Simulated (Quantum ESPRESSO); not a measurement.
BAs under changes of volume

One of the cells (13.626 Å³/atom); the others are scaled copies at fixed shape and fractional positions:

```
As B
1.0
     0.00000    2.38850    2.38850
     2.38850    0.00000    2.38850
     2.38850    2.38850    0.00000
As B
1 1
Cartesian
  3.5827 3.5827 3.5827
  0.0000 0.0000 0.0000
```

```yaml
Program: Quantum ESPRESSO 7.5
Functional: r2SCAN
Potentials_or_basis: SG15 PBE 1.2
Cutoff: 952 eV
Density_cutoff: 3810 eV
k_mesh: 8 × 8 × 8
Occupations: fermi-dirac, width 0.05 eV
Spin: no spin polarisation
```

| volume (Å³/atom) | energy over the lowest point (meV/atom) | pressure (GPa) | gap on the mesh (eV) |
| --- | --- | --- | --- |
| 12.809 | 34.97 | 11.9 | 1.25 |
| 13.081 | 17.95 | 8.2 | 1.26 |
| 13.354 | 6.81 | 4.9 | 1.28 |
| 13.626 | 0.99 | 2.0 | 1.30 |
| 13.899 | 0.00 | -0.7 | 1.31 |
| 14.171 | 3.37 | -3.2 | 1.33 |
| 14.444 | ? | ? | ? |

Problem. What does the run at 14.444 Å³/atom give?

Solution. Energy over the lowest point 10.68 meV/atom; pressure -5.4 GPa; gap on the mesh 1.35 eV.

Worked out: A Birch-Murnaghan fit of order 3 (a polynomial in V^(-2/3)) to the other rows has its minimum at 13.82 Å³/atom with B0 = V·E''(V) = 134 GPa and B' = 4.1. It gives 10.71 meV/atom at 14.444 Å³/atom, against the run's 10.68, and -dE/dV = -5.4 GPa, against -5.4. A straight line through the other rows of the gap, of slope 0.805 eV per unit of ln V, extrapolates to 1.34 eV, against the run's 1.35.

Energies are extrapolated to zero smearing.

Caveats: the potentials were made for another functional, which shifts forces and pressure.

A mesh can miss the band edges. Spin-orbit coupling on As is left out.
